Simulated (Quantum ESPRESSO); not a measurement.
**Fe: equation of state with rev-vdW-DF2**

Crystal: Fe.

```
CELL_PARAMETERS angstrom
-1.44300 1.44300 1.44300
1.44300 -1.44300 1.44300
1.44300 1.44300 -1.44300
ATOMIC_POSITIONS crystal
Fe 0.00000 0.00000 0.00000
```

```yaml
Program: Quantum ESPRESSO 7.5
Task: equation of state
Functional: rev-vdW-DF2
Potentials_or_basis: PseudoDojo 0.4.1 SR PBE standard
Cutoff: 1225 eV
Density_cutoff: 4898 eV
k_mesh: 13 × 13 × 13
Occupations: fermi-dirac, width 0.05 eV
Spin: collinear spin, ferromagnetic start
Starting_moments: "[3.0] μB"
Mixing_beta: 0.3
Most_SCF_iterations: 120
SCF_threshold: 2e-10 Ry
```

The equilibrium volume is 11.02 Å³/atom (rough: see the caveat) and the bulk modulus is 223 GPa (rough).

Energy against volume, from the lowest point:
| volume (Å³/atom) | energy (meV/atom) |
| --- | --- |
| 11.298 | 0.00 |
| 11.538 | 10.05 |
| 11.778 | 24.44 |
| 12.019 | 42.17 |
| 12.259 | 62.66 |
| 12.499 | 84.68 |
| 12.740 | 107.95 |

All runs of the series together: 12 min on 1 thread of Intel(R) Xeon(R) Platinum 8375C CPU @ 2.90GHz (Ice Lake), with other jobs on the host.

Caveat: the potentials were made for another functional, which shifts forces and pressure; the fit is doubtful: noisy points or a state that changes with volume; the minimum lies outside the volumes run.
